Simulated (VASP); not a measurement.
A calculation with VASP 6.6.1 of BN (native input, structure from a POSCAR):

Contents of INCAR:

```
SYSTEM = BN
ALGO = Normal
EDIFF = 1E-7
ENCUT = 520
GGA = RP
ISIF = 2
ISMEAR = 0
LASPH = .TRUE.
LCHARG = .FALSE.
LREAL = .FALSE.
LWAVE = .FALSE.
NELM = 80
PREC = Accurate
SIGMA = 0.1
```

KPOINTS

```
k-points
0
G
  12 12 12
  0 0 0
```

POSCAR

```
BN
1.0
    1.2511217832      0.7223354983      3.3729344033
   -1.2511217832      0.7223354983      3.3729344033
    0.0000000000     -1.4446709966      3.3729344033
N B
1 1
Cartesian
    0.0000000000      0.0000000000      6.7516520399
    0.0000000000      0.0000000000      0.0033270625
```

Potentials or basis: VASP PAW PBE potentials, release 64 (N, B).

Launch:

```bash
$ cat potpaw_PBE.64/N/POTCAR potpaw_PBE.64/B/POTCAR > POTCAR
$ mpirun -np 1 vasp_std > vasp.out
```

The cell is a database's computed one.

Task: Write the same calculation in another form: ASE script, structure from a POSCAR.

Result: As run:

Contents of run.py:

```python
from ase.calculators.vasp import Vasp
from ase.dft.bandgap import bandgap
from ase.io import read

atoms = read('POSCAR')
calc = Vasp(
    directory='calc',
    xc='rpbe',
    pp='PBE',
    setups='recommended',
    prec='Accurate',
    encut=520,
    ediff=1e-06,
    ismear=0,
    sigma=0.1,
    lreal=False,
    lasph=True,
    nelm=100,
    algo='Normal',
    isif=2,
    lwave=False,
    lcharg=False,
    kpts=[12, 12, 12],
    gamma=True,
)
atoms.calc = calc

print('energy (eV):', atoms.get_potential_energy())
print('free energy (eV):', atoms.get_potential_energy(force_consistent=True))
print('forces (eV/A):')
print(atoms.get_forces())
print('stress (eV/A^3, Voigt):', atoms.get_stress())
print('Fermi level (eV):', calc.get_fermi_level())
gap, top, bottom = bandgap(calc)
print('band gap (eV):', gap, 'from (spin, k, band)', top, 'to', bottom)
```

File POSCAR:

```
BN
1.0
    1.2511217832      0.7223354983      3.3729344033
   -1.2511217832      0.7223354983      3.3729344033
    0.0000000000     -1.4446709966      3.3729344033
N B
1 1
Direct
    0.6672382000      0.6672382000      0.6672382000
    0.0003288000      0.0003288000      0.0003288000
```

Potentials or basis: VASP PAW PBE potentials, release 64 (N, B).

Command:

```bash
$ python run.py
```

Both were run:

|  | native input, structure from a POSCAR | ASE script, structure from a POSCAR |
| --- | --- | --- |
| Pressure | 7.5 GPa | 7.5 GPa |
| Largest force | 0.003 eV/Å | 0.003 eV/Å |
| Band gap on the k mesh | 4.39 eV, indirect (least direct gap 4.77 eV) | 4.39 eV, indirect (least direct gap 4.77 eV) |

Keys that steer only the numerical path or the files written may differ.

Caveat: the PAW data sets were made with another functional, which shifts forces and pressure a little.
